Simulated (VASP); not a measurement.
Crystal: Be2C.

```
CELL_PARAMETERS angstrom
0.00000 2.16500 2.16500
2.16500 0.00000 2.16500
2.16500 2.16500 0.00000
ATOMIC_POSITIONS crystal
C 0.00000 0.00000 0.00000
Be 0.75000 0.75000 0.75000
Be 0.25000 0.25000 0.25000
```

Base run:

| Item | Value |
| --- | --- |
| Program | VASP 6.6.1 |
| Functional | HSE03 |
| Potentials or basis | VASP PAW PBE potentials, release 64 (C, Be) |
| Cutoff | 520 eV |
| k mesh | 8 × 8 × 8 |
| Occupations | gaussian, width 0.02 eV |
| Spin | no spin polarisation |

Its results: band gap on the k mesh 1.71 eV, indirect (least direct gap 4.92 eV); pressure -3.0 GPa.

Problem. The run is repeated on the same cell with these changes: functional from HSE03 to HSE06. What comes out?

Solution. Band gap on the k mesh 1.91 eV, indirect (least direct gap 5.13 eV); pressure -3.2 GPa.

Caveats: the PAW data sets were made with another functional, which shifts forces and pressure a little.
